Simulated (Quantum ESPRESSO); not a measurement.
**Pt: changing spin-orbit coupling**

Symmetry: Fm-3m, No. 225, cubic system. Conventional cell: a = 3.922 Å, b = 3.922 Å, c = 3.922 Å, α = 90.00°, β = 90.00°, γ = 90.00°. Around Pt (site symmetry m-3m) lie 12 Pt at 2.77 Å.

Kept alike: task band structure; functional PBEsol; k mesh 12 × 12 × 12; occupations fermi-dirac, width 0.05 eV. Program: Quantum ESPRESSO, potentials by row: PseudoDojo 0.4.1 SR PBEsol standard (off); PseudoDojo 0.4 FR PBEsol standard (on), cutoff 1143 eV. The mesh is that of the run's cell of 1 atom.

| spin-orbit coupling | pressure (GPa) |
| --- | --- |
| off | -1.14 |
| on | -0.23 |

Pressure is positive in compression; the values hold the error of the finite cutoff, so their zero can differ a little from the energy's minimum. For a metal such a mesh leaves the last digits unconverged.

Problem. What does spin-orbit coupling change here?

Solution. The pressure runs from -1.14 (off) to -0.23 GPa (on).
